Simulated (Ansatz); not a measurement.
AlN in the zincblende structure at its r2SCAN geometry, in Ansatz 0.2.0. One HSE06 run serves as the base. The settings are then varied one at a time, some on purpose to values that make no sense. Doubtful ones may also carry a cap on iterations. All numbers are computed, and spin polarisation is off unless an edit sets a moment.

Base input:
```yaml
crystal:
  lattice:
    - [0.0, 2.1848764208, 2.1848764208]
    - [2.1848764208, 0.0, 2.1848764208]
    - [2.1848764208, 2.1848764208, 0.0]
  atoms:
    - { symbol: Al, position: [0.0, 0.0, 0.0] }
    - { symbol: "N", position: [0.25, 0.25, 0.25] }
kpoints:
  mp_grid: { grid: [4, 4, 4] }
hamiltonian:
  xc: hse06
scf:
  occupations: { method: fixed }
  n_extra_bands: 4
output:
  forces: true
  stress: true
  eigenvalues: true
```

Base results:
```
Basis set: ecut = 420 eV, 411 PW (Γ)
Symmetry: 24 space group operations
Space group: F-43m (ITA 216)
k-points: 8 of 64 (time reversal used)
Exchange kernel: α = 0.2500, screened, ω = 0.2079 Å⁻¹, Wigner–Seitz truncation, v(0) = 960.7624 eV·Å³, q-mesh 4×4×4
hybrid SCF converged: 2 outer / 9 inner (+2 warm-up)
Free energy (F): -924.628343 eV
Fermi energy:    6.040680 eV
--- Stress (GPa, compression-positive) ---
       -0.557370       0.000000       0.000000
        0.000000      -0.557370       0.000000
        0.000000       0.000000      -0.557370
  P = ⅓ Tr σ = -0.5574 GPa (-5.574 kbar)
--- Band table (eV; the first three rows and the last of 8) ---
  k-point 0: bands = [-10.3777, 6.0407, 6.0407, 6.0407, 11.6041, 20.3140, 20.3140, 20.3140]
  k-point 1: bands = [-9.4731, 2.5573, 5.7649, 5.7649, 13.9887, 18.7328, 20.0386, 20.0386]
  k-point 2: bands = [-8.2103, -0.2659, 5.5180, 5.5180, 14.9256, 17.6643, 18.7698, 18.7698]
  k-point 7: bands = [-7.4788, 1.9772, 2.3297, 3.1973, 13.4585, 19.1026, 19.7323, 20.1591]
```
The gap over this mesh is 4.548 eV.

Command: `ansatz run input.yaml --threads 4 --pin off --max-ram 3686MiB --backend cpu --events-out ev --progress --plain --runs-dir out`. It took 1.6 s on 4 threads of Arm Neoverse V2 (shared host), load about 0.5 per core; peak host memory 0.39 GiB.

Question: The input is altered as follows. How does the run end?
```yaml
hamiltonian:
  xc: { exchange: pbe, correlation: pbe, exx: { coeff: 0.35, omega: 0.3 } }
```

Answer: That is 35 % exact exchange, screened with ω = 0.3 1/Å, against HSE06's 25 % screened at 0.208 1/Å. The mean stress moves by -1.7 GPa and the gap on the mesh by +0.194 eV (to 4.742). Totals of different functionals aren't comparable.
Lines that differ from the base's log, and the results:
```
Exchange kernel: α = 0.3500, screened, ω = 0.3000 Å⁻¹, Wigner–Seitz truncation, v(0) = 498.5161 eV·Å³, q-mesh 4×4×4
hybrid SCF converged: 2 outer / 10 inner (+2 warm-up)
Free energy (F): -924.760613 eV
Fermi energy:    5.856902 eV
--- Stress (GPa, compression-positive) ---
       -2.253019       0.000000       0.000000
        0.000000      -2.253019       0.000000
        0.000000       0.000000      -2.253019
  P = ⅓ Tr σ = -2.2530 GPa (-22.530 kbar)
```

Question: Predict the outcome of this edit.
```yaml
hamiltonian:
  xc:
    exchange: pbe
    correlation: pbe
    exx: { coeff: 0.1, omega: 0.2078 }
```

Answer: That is 10 % exact exchange, screened with ω = 0.2078 1/Å, against HSE06's 25 % screened at 0.208 1/Å. The mean stress moves by +3.1 GPa and the gap on the mesh by -0.757 eV (to 3.791). Totals of different functionals aren't comparable.
Lines that differ from the base's log, and the results:
```
Exchange kernel: α = 0.1000, screened, ω = 0.2078 Å⁻¹, Wigner–Seitz truncation, v(0) = 961.2796 eV·Å³, q-mesh 4×4×4
hybrid SCF converged: 2 outer / 7 inner (+2 warm-up)
Free energy (F): -924.344518 eV
Fermi energy:    6.614859 eV
--- Stress (GPa, compression-positive) ---
        2.542010       0.000000       0.000000
        0.000000       2.542010       0.000000
        0.000000       0.000000       2.542010
  P = ⅓ Tr σ = 2.5420 GPa (25.420 kbar)
--- Band table (eV; the first three rows and the last of 8) ---
  k-point 0: bands = [-8.9372, 6.6149, 6.6149, 6.6149, 11.3294, 19.8464, 19.8464, 19.8464]
  k-point 1: bands = [-8.0653, 3.2614, 6.3517, 6.3517, 13.6470, 18.2607, 19.5879, 19.5879]
  k-point 2: bands = [-6.8418, 0.5752, 6.1183, 6.1183, 14.5745, 17.1697, 18.3704, 18.3704]
  k-point 7: bands = [-6.1347, 2.7177, 3.0673, 3.8599, 13.1919, 18.6746, 19.2543, 19.5488]
```

Question: These lines are set or replaced. What follows?
```yaml
hamiltonian:
  xc: { exchange: pbe, correlation: pbe, exx: { coeff: 0.2, omega: 0.3 } }
```

Answer: That is 20 % exact exchange, screened with ω = 0.3 1/Å, against HSE06's 25 % screened at 0.208 1/Å. The mean stress moves by +1.2 GPa and the gap on the mesh by -0.437 eV (to 4.111). Totals of different functionals aren't comparable.
```
Exchange kernel: α = 0.2000, screened, ω = 0.3000 Å⁻¹, Wigner–Seitz truncation, v(0) = 498.5161 eV·Å³, q-mesh 4×4×4
hybrid SCF converged: 2 outer / 9 inner (+2 warm-up)
Free energy (F): -924.492875 eV
Fermi energy:    6.350811 eV
--- Stress (GPa, compression-positive) ---
        0.646164       0.000000       0.000000
        0.000000       0.646164       0.000000
        0.000000       0.000000       0.646164
  P = ⅓ Tr σ = 0.6462 GPa (6.462 kbar)
```

Question: These lines are set or replaced. What follows?
```yaml
hamiltonian:
  xc: { exchange: pbe, correlation: pbe, exx: { coeff: 0.1, omega: 0.5 } }
```

Answer: That is 10 % exact exchange, screened with ω = 0.5 1/Å, against HSE06's 25 % screened at 0.208 1/Å. The mean stress moves by +3.5 GPa and the gap on the mesh by -0.983 eV (to 3.565). Totals of different functionals aren't comparable.
```
Exchange kernel: α = 0.1000, screened, ω = 0.5000 Å⁻¹, Wigner–Seitz truncation, v(0) = 180.9502 eV·Å³, q-mesh 4×4×4
hybrid SCF converged: 2 outer / 7 inner (+2 warm-up)
Free energy (F): -924.276126 eV
Fermi energy:    6.769444 eV
--- Stress (GPa, compression-positive) ---
        2.928914       0.000000       0.000000
        0.000000       2.928914       0.000000
        0.000000       0.000000       2.928914
  P = ⅓ Tr σ = 2.9289 GPa (29.289 kbar)
--- Band table (eV; the first three rows and the last of 8) ---
  k-point 0: bands = [-8.6747, 6.7694, 6.7694, 6.7694, 11.2385, 19.7091, 19.7091, 19.7091]
  k-point 1: bands = [-7.8096, 3.4540, 6.5086, 6.5086, 13.5365, 18.1235, 19.4521, 19.4521]
  k-point 2: bands = [-6.5998, 0.8110, 6.2782, 6.2782, 14.4625, 17.0221, 18.2438, 18.2438]
  k-point 7: bands = [-5.8996, 2.9148, 3.2669, 4.0439, 13.0928, 18.5451, 19.1142, 19.3887]
```

The stress of a hybrid is loosely converged in these runs.

The meshes of the hybrids are coarse, so their gaps aren't converged to the digits shown.
